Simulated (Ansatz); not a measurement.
**MgO in Ansatz: the effect of functional**

MgO:

```
Mg O
1.0
     3.24026    0.00000    0.00000
    -1.62013    2.80615    0.00000
     0.00000    0.00000    4.88116
Mg O
2 2
Direct
  0.66667 0.33333 0.50216
  0.33333 0.66667 0.00216
  0.66667 0.33333 0.90244
  0.33333 0.66667 0.40244
```

Measurements of this composition are mostly on another form, of space group No. 225.

The cell isn't the ideal one: volume scaled by 0.94.

Alike in all runs:

| Property | Result |
| --- | --- |
| Program | Ansatz 0.2.0 |
| Task | single point |
| Potentials or basis | Ansatz PAW |
| k mesh | 9 × 9 × 6 |
| Occupations | fermi-dirac, width 0.05 eV |
| Spin | no spin polarisation |

```csv
functional,cutoff,gap on the mesh (eV),pressure (GPa),largest force (eV/Å)
LDA,420 eV (not typed: the program's choice for these potentials),?,?,?
PBEsol,420 eV (not typed: the program's choice for these potentials),3.69,8.9,0.05
r2SCAN,500 eV (not typed: the program's choice for these potentials),4.51,8.2,0.04
```

**Question.** What does the run with functional LDA give?

**Answer.** gap on the mesh 3.71 eV; pressure 3.7 GPa; largest force 0.02 eV/Å.

Caveats: odd divisions of the mesh miss points on the zone boundary, where band edges often lie, so the gap on the mesh can be too wide; the PAW data sets come from PBE, with cores solved anew for the run's functional, which leaves a small shift of forces and pressure.

A k mesh can miss the band edges.
